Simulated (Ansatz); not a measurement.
Sr: strain energy, fitted

Sr, Im-3m, a = 4.670 Å. This isn't the element's structure at ambient conditions. Ansatz: PBEsol, PAW, 420 eV, Γ-centred 12×12×12 mesh on 2 atoms, Gaussian smearing 0.10 eV; no spin polarisation. Series: strain along c alone, the other axes held, atoms fixed by symmetry; x is the strain in per cent. y is the free energy over the unstrained cell, V0 = 50.921 Å³/atom.

```
x (%) y (meV/atom)
 -4.5             ?
 -3.0          2.62
 -1.5          0.68
  0.0          0.00
  1.5          0.43
  3.0          1.83
  4.5          4.08
```

**Question.** Fit y = c2 x² + c3 x³ to the other rows, turn c2 into a modulus, and predict the missing energy.

**Answer.** Least squares on the rows shown. y = 0.2529 x² − 0.01197 x³. In eV per unit strain² c2 is 2.529; this is C33 with relaxed ions (E = ½ C33 V0 ε²): 2 × 2.529 × 160.2 / (50.921) = 15.9 GPa. The unstrained cell keeps some stress along the strain, worth a slope of -0.07 meV/atom per %, which the form leaves out. With a term in x⁴ added, the coefficient of x² becomes 0.2325, 8 % less, which shows how far this figure hangs on the form. At x = -4.5 the fit asked for gives 6.21 meV/atom. The run gave 5.99 meV/atom, so the fit is 0.22 meV/atom too high, 3.7 % of the span of the series, against an rms of 0.08 meV/atom on the fitted rows. The row lies outside the fitted range. With a term in x⁴ added, a fit to the same known rows predicts 6.77 meV/atom, further off still.